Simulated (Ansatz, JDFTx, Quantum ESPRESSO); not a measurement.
# One calculation of Ni, 3 ways

```
CELL_PARAMETERS angstrom
0.00000 1.73757 1.73757
1.73757 0.00000 1.73757
1.73757 1.73757 0.00000
ATOMIC_POSITIONS crystal
Ni 0.00000 0.00000 0.00000
```

Alike in all runs: task equation of state; functional PBEsol; k mesh 13 × 13 × 13; occupations fermi-dirac, width 0.05 eV; collinear spin, ferromagnetic start; no spin-orbit coupling.

| program and potentials | plane-wave cutoff (eV) | notes | equilibrium volume (Å³/atom) | bulk modulus (GPa) |
| --- | --- | --- | --- | --- |
| Quantum ESPRESSO, PseudoDojo 0.4.1 SR PBEsol standard | 1333 | moment up to 0.64 μB a cell | 10.39 | 230.2 |
| JDFTx, PseudoDojo-SR-PBEsol-0.4.1-standard | 1333 | - | 10.39 | 230.2 |
| Ansatz, all-electron LAPW, scalar-relativistic | - | moment up to 0.63 μB a cell | 10.38 | 231.6 |

The equilibrium volume spans 10.38 (Ansatz, all-electron LAPW, scalar-relativistic) to 10.39 Å³/atom (Quantum ESPRESSO, PseudoDojo 0.4.1 SR PBEsol standard), with all-electron results at 10.38. The bulk modulus spans 230.2 (JDFTx, PseudoDojo-SR-PBEsol-0.4.1-standard) to 231.6 GPa (Ansatz, all-electron LAPW, scalar-relativistic), with all-electron results at 231.6. For a metal such a mesh isn't converged, which the comparison doesn't need.

The functional is the same throughout but for its coding, so the spread measures potentials, basis and numerics; runs on potential files found faulty are left out.

The two pseudopotential runs coincide in volume and bulk modulus, and the all-electron result lies very close, with a slightly smaller cell and a slightly stiffer lattice. The frozen core and pseudized 3d shell therefore cost little here.

All three nevertheless give a nickel that is denser and markedly stiffer than the real metal. Because the all-electron run shares this error, its likely cause is PBEsol, which tends to overbind 3d metals, rather than the potentials. The two deviations belong together: a shorter equilibrium distance strengthens d-d overlap and raises the resistance to further compression.

The moments of 0.64 and 0.63 μB are typical of nickel's itinerant ferromagnetism, in which the majority d band is essentially full and the moment comes from the few holes in the minority d band. Their closeness suggests that both treatments describe the exchange splitting and the s-d occupation balance alike. The energy gained by magnetic order doesn't follow from these data, as no nonmagnetic solution is given for comparison.
